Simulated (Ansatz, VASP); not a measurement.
**Two plane-wave programs on Al3GaN4**

```
CELL_PARAMETERS angstrom
4.36718 0.00000 0.00000
0.00000 4.36718 0.00000
0.00000 0.00000 4.36718
ATOMIC_POSITIONS crystal
Al 0.50000 0.50000 0.00000
Al 0.50000 0.00000 0.50000
Al 0.00000 0.50000 0.50000
Ga 0.00000 0.00000 0.00000
N 0.74444 0.74444 0.25556
N 0.74444 0.25556 0.74444
N 0.25556 0.74444 0.74444
N 0.25556 0.25556 0.25556
```

Alike in both runs: functional r2SCAN; k mesh 6 × 6 × 6; occupations gaussian, width 0.02 eV; no spin polarisation.

Ansatz relaxed the structure, and its values are those at the end. VASP's run is a single point on that final structure, the one shown.

```csv
,VASP,Ansatz
version,VASP 6.6.1,Ansatz 0.2.0
potentials or method,"VASP PAW PBE potentials, release 64 (Al, Ga_d, N)","scalar-relativistic, plane waves, PAW"
plane-wave cutoff (eV),520,500
valence electrons in the cell,42,42
```

|  | VASP | Ansatz | Ansatz less VASP |
| --- | --- | --- | --- |
| gap on the k mesh at the Fermi level (eV) | 4.02 | 4.03 | +0.006 |
| least direct gap on the mesh (eV) | 4.02 | 4.03 | +0.006 |
| pressure (GPa) | 5.1 | 5.1 | -0.03 |
| rms of the force components (eV/Å) | 0.032 | 0.000 | -0.0319 |

With one functional, cell and mesh, what is left measures potentials, basis and numerics.

Caveats: the PAW data sets were made with another functional, which shifts forces and pressure a little (VASP). A k mesh can miss the band edges. r2SCAN opens gaps a little over a GGA but as a rule still falls short of measured ones.
